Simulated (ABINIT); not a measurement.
Set up this calculation in ABINIT 10.8.3 (patched build), as the native input.

```
Task                : band structure
Functional          : PBEsol
Potentials or basis : JTH PAW PBE v2.0
Cutoff              : 626 eV
k mesh              : 6 × 6 × 5
Occupations         : fermi-dirac, width 0.05 eV
Spin                : no spin polarisation
Fine-grid cutoff    : 1224.51 eV
```

Crystal: SnO.

```
CELL_PARAMETERS angstrom
3.81370 0.00000 0.00000
0.00000 3.81370 0.00000
0.00000 0.00000 4.88691
ATOMIC_POSITIONS crystal
Sn 0.50000 0.00000 0.76463
Sn 0.00000 0.50000 0.23537
O 0.00000 0.00000 0.00000
O 0.50000 0.50000 0.00000
```

The cell is a database's computed one.

One way to write it, as run:

run.abi

```
ndtset 2

pp_dirpath "./"
pseudos "Sn.GGA_PBE-JTH.xml, O.GGA_PBE-JTH.xml"

acell 7.2068394886 7.2068394886 9.2349277318
rprim
     1.0000000000     0.0000000000     0.0000000000
     0.0000000000     1.0000000000     0.0000000000
     0.0000000000     0.0000000000     1.0000000000
ntypat 2
znucl 50 8
natom 4
typat 1 1 2 2
xred
     0.5000000000     0.0000000000     0.7646261400
     0.0000000000     0.5000000000     0.2353738600
     0.0000000000     0.0000000000     0.0000000000
     0.5000000000     0.5000000000     0.0000000000

ecut 23.0
pawecutdg 45.0
pawxcdev 0

ixc -116133

occopt 3
tsmear 0.00183747

nstep 100

iomode 3
prtwf 0
prteig 0
prtebands 0
prtden1 1

kptopt1 1
ngkpt1 6 6 5
nshiftk1 1
shiftk1 0.0 0.0 0.0
nband1 24
tolvrs1 1.0e-9

iscf2 -2
getden2 1
nband2 30
nbdbuf2 4
tolwfr2 1.0e-11
kptopt2 -7
ndivsm2 5
prteig2 1
prtvol2 -3
kptbounds2
     0.0000000000     0.0000000000     0.0000000000
     0.0000000000     0.5000000000     0.0000000000
     0.5000000000     0.5000000000     0.0000000000
     0.0000000000     0.0000000000     0.0000000000
     0.0000000000     0.0000000000     0.5000000000
     0.0000000000     0.5000000000     0.5000000000
     0.5000000000     0.5000000000     0.5000000000
     0.0000000000     0.0000000000     0.5000000000
```

Potentials or basis: JTH PAW PBE v2.0.

The run is started by

```sh
$ abinit run.abi > log 2>&1
```

It gave:

The pressure is -1.0 GPa, the largest force is 0.073 eV/Å and the band gap on the k mesh is 0.14 eV, indirect (least direct gap 1.98 eV). The band gap along the path is 0.13 eV, indirect (least direct gap 1.94 eV). The valence electrons inside the program's atomic spheres are Sn 11.88; O 4.52, 4.56.

Caveat: the PAW data sets were made with another functional, which shifts forces and pressure a little; spin-orbit coupling is left out, which moves the levels of the heavy elements.

Wall time 3.1 min on 1 thread of Intel(R) Xeon(R) Platinum 8259CL CPU @ 2.50GHz (Skylake/Cascade Lake) (shared host), peak memory 0.16 GiB.
